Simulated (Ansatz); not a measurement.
# Ti3Al: opening a crack plane

Ti3Al, P6_3/mmc, a = 5.755 Å, c = 4.654 Å. The structure is a COD entry; whether it is the stable form wasn't checked. Ansatz: PBE, PAW, 420 eV, Γ-centred 7×8×4 mesh on 16 atoms, Gaussian smearing 0.15 eV; no spin polarisation. One cut on (100) per cell of 16 atoms is opened rigidly by x, between planes of Ti and Ti that stand 1.69 Å apart; y is the energy per area (26.786 Å², 1 eV/Å² = 16.02 J/m²).

```tsv
x (Å)	y (J/m²)
0.00	0.000
0.25	0.212
0.50	0.686
0.75	1.241
1.00	?
1.50	2.659
2.00	3.260
3.00	3.881
4.50	4.143
6.00	4.178
```

**Question.** Fit the universal binding curve y = W[1 − (1 + x/l) e^(−x/l)] to the other rows, give the peak stress, and predict the missing value.

**Answer.** Least squares gives W = 4.18 J/m² and l = 0.694 Å. The stress dy/dx peaks at x = l with W/(e l) = 22.2 GPa, for rigid faces. At x = 1.00: x/l = 1.441, y = 1.765 J/m². The run gave 1.777 J/m², so the fit is 0.012 J/m² too low, within twice the rms miss on the fitted rows (0.008 J/m²).

Cost: 11 runs of about 21 core-minutes in all, on Arm Neoverse V2 (shared hosts).